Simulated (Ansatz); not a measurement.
Clean, relaxed (111) surface of AlAs, space group F-43m (No. 216) (top face towards +c; atoms held fixed, by place in the list: 1, 2, 3):

```xyz
6
Lattice="4.0125 0.0000 0.0000 -2.0063 3.4750 0.0000 0.0000 0.0000 24.3715" Properties=species:S:1:pos:R:3 pbc="T T T"
As    0.0000    0.0000    8.5000
Al    0.0000    2.3166    9.3191
As    0.0000    2.3166   11.7762
Al    2.0063    1.1583   12.5113
As    2.0063    1.1583   15.0891
Al    0.0000    0.0000   15.7615
```

These are results of DFT PBEsol, scalar-relativistic, plane waves, PAW in Ansatz 0.2.0, not measurements. Settings: cutoff 420 eV, Γ-centred mesh 9×9×1 on the computed 6-atom cell, Gaussian smearing of 0.05 eV; no spin polarisation. A dipole correction removes the field between periodic images along c.

H2 is adsorbed on the top face, one adsorbate per 13.9 Å², and relaxed from 3 starting sites (fractions of a and b). E_ads counts from the clean slab and the free adsorbate (spin-polarised where it has unpaired electrons); negative means bound. Heights count from the highest slab atom after relaxation. With the adsorbate the cell is lengthened along c to keep the vacuum.

| start | ends at | E_ads (eV) | height (Å) |
| --- | --- | --- | --- |
| top (Al) at (0.00, 0.00) | not bound | -0.06 | 2.11 |
| hollow (As-As-As) at (0.33, 0.67) | not bound | -0.06 | 2.11 |
| bridge (As-As) at (0.17, 0.33) | not bound | -0.06 | 2.10 |

It doesn't bind at this level of theory (ends above -0.1 eV count as unbound; no dispersion correction).

Each end is the local minimum or symmetric point that its start leads to. This ideal cut is polar: the work functions of its two faces differ by 2.6 eV. Real polar faces reconstruct or get covered, and then bind electron donors or acceptors far more weakly. The slab is only 7.4 Å thick, so the energies aren't converged with thickness.